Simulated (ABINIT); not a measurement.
# C: relaxation of cell and atoms with PBE+D3

C, a slab with vacuum:

```
CELL_PARAMETERS angstrom
2.45617 0.00000 0.00000
-1.22809 2.12711 0.00000
0.00000 0.00000 8.52380
ATOMIC_POSITIONS crystal
C 0.66667 0.33333 0.00000
C 0.33333 0.66667 0.00000
```

The slab is cut from a database's or a generator's crystal, which needn't be the stable form of the element.

```yaml
Program: ABINIT 10.8.3 (patched build)
Task: relaxation of cell and atoms
Functional: PBE
Dispersion: D3
Potentials_or_basis: JTH PAW PBE v2.0
Cutoff: 517 eV
k_mesh: 12 × 12 × 3
Occupations: fermi-dirac, width 0.05 eV
Spin: no spin polarisation
Cutoff_smearing_ecutsm_Ha: 0.5
Optimiser: BFGS
Force_threshold_eV/Å: 0.02
Dispersion_computed_by: simple-dftd3 1.7.0
Fine-grid_cutoff: 1034.03 eV
```

The relaxed volume is 22.42 Å³/atom and the relaxed cell is a = 2.465 Å, b = 2.465 Å, c = 8.521 Å, α = 90.00°, β = 90.00°, γ = 120.00°. The space group after relaxing (to 0.05 Å) is P6/mmm (No. 191) and the energy gained by relaxing is 1.0 meV/atom. The ionic steps are 3 and the band gap on the k mesh is none (metal or under the smearing width). The dispersion energy per atom is -0.036 eV.

The path:
```
step  energy change (eV)  largest force (eV/Å)  pressure (GPa)  volume (Å³)
   1              0.0000                0.0000            1.15        44.53
   2             -0.0015                0.0000            0.56        44.69
   3             -0.0020                0.0000           -0.04        44.84
```

Final structure:
```yaml
crystal:
  lattice:
    - [2.46499, 0.00000, 0.00000]
    - [-1.23250, 2.13474, 0.00000]
    - [0.00000, 0.00000, 8.52078]
  atoms:
    - { symbol: C, position: [0.66667, 0.33333, 0.00000] }
    - { symbol: C, position: [0.33333, 0.66667, 0.00000] }
```

Levels at points of the mesh, in eV from the Fermi level:
```
           k point  band 1  band 2  band 3  band 4  band 5  band 6  band 7  band 8
(0.00, 0.00, 0.00)  -19.53   -7.62   -3.04   -3.04    2.84    5.18    6.81    8.32
(0.50, 0.00, 0.00)  -14.29  -13.24   -6.42   -2.36    1.67    7.37   10.79   10.88
```

Run time: 37 s on 1 thread of Arm Neoverse V1, with other jobs on the host, peak memory 0.1 GiB.

Caveat: the log and the count of SCF iterations are those of the last ABINIT call alone; the atomic spheres overlap.
